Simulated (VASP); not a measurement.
# Ga₃Se: restarted molecular dynamics, 2 variants

Ga₃Se, Pm-3m (no. 221), 12 atoms in the cell. PBE, molecular dynamics; PAW potentials Se, Ga (PBE set).

| Restart from | Temperature at the end (K) | The same without a restart (K) | Potential energy at the end (eV/atom) | The same without a restart (eV/atom) | Electronic steps in the first step after the restart | Time (s) |
|---|---|---|---|---|---|---|
| CONTCAR with velocities, WAVECAR read | 957.0 | 957.0 | -2.97897 | -2.97897 | 4 | 318 |
| CONTCAR with velocities, no WAVECAR | 956.0 | 957.0 | -2.97898 | -2.97897 | 14 | 324 |

Limits: 180 fs of 12 atoms are too short for converged averages; the cell is only 4.4 Å across, so each atom moves in step with near copies of itself.

## Input of the first row

INCAR.step1:
```
SYSTEM = Ga3Se
GGA      = PE             ! functional
PREC     = Normal         ! precision mode
ENCUT    = 210            ! plane-wave cutoff, eV
EDIFF    = 1E-6           ! SCF threshold, eV
NELMIN   = 4            
NELM     = 60             ! most SCF steps
ALGO     = Fast           ! electronic algorithm
LREAL    = Auto         
LASPH    = .True.         ! aspherical terms in the spheres
ISMEAR   = -1             ! smearing method
SIGMA    = 0.069          ! smearing width, eV
ISYM     = 0            
LWAVE    = .True.         ! write WAVECAR
LCHARG   = .False.        ! write CHGCAR
IBRION   = 0              ! ionic algorithm
NSW      = 30             ! ionic steps
POTIM    = 3.0            ! step
TEBEG    = 1600         
ISIF     = 2              ! what is computed and relaxed
RANDOM_SEED= 423268 0 0   
MDALGO   = 1            
ANDERSEN_PROB= 0.0          
KPAR     = 2             
```

INCAR.step2, as INCAR.step1 but for:
```
- LWAVE = .True.
+ LWAVE = .False.
```

KPOINTS:
```
k-points
0
Gamma
  3 3 1
```

POSCAR.step1:
```
Ga3Se
1.0
    4.4324650000      0.0000000000      0.0000000000
    0.0000000000      4.4324650000      0.0000000000
    0.0000000000      0.0000000000     13.2973950000
Se Ga
3 9
Direct
    0.0000000000      0.0000000000      0.0000000000
    0.0000000000      0.0000000000      0.3333333333
    0.0000000000      0.0000000000      0.6666666667
    0.5000000000      0.5000000000      0.0000000000
    0.5000000000      0.5000000000      0.3333333333
    0.5000000000      0.5000000000      0.6666666667
    0.5000000000      0.0000000000      0.1666666667
    0.5000000000      0.0000000000      0.5000000000
    0.5000000000      0.0000000000      0.8333333333
    0.0000000000      0.5000000000      0.1666666667
    0.0000000000      0.5000000000      0.5000000000
    0.0000000000      0.5000000000      0.8333333333
```

Commands (each step's output is kept before the next begins):
```
cat potpaw_PBE.64/Se/POTCAR potpaw_PBE.64/Ga/POTCAR > POTCAR
cp INCAR.step1 INCAR
cp POSCAR.step1 POSCAR
mpirun -np 2 vasp_std > vasp.out
cp CONTCAR POSCAR
cp INCAR.step2 INCAR
mpirun -np 2 vasp_std > vasp.out
```

Changes of the last row against the first:
```
(step 1)
- LWAVE = True
+ LWAVE = False
```

VASP 6.6.1 took 318 s on 2 cores (Intel Xeon Platinum 8259CL @ 2.50GHz (Skylake/Cascade Lake)), a shared host.
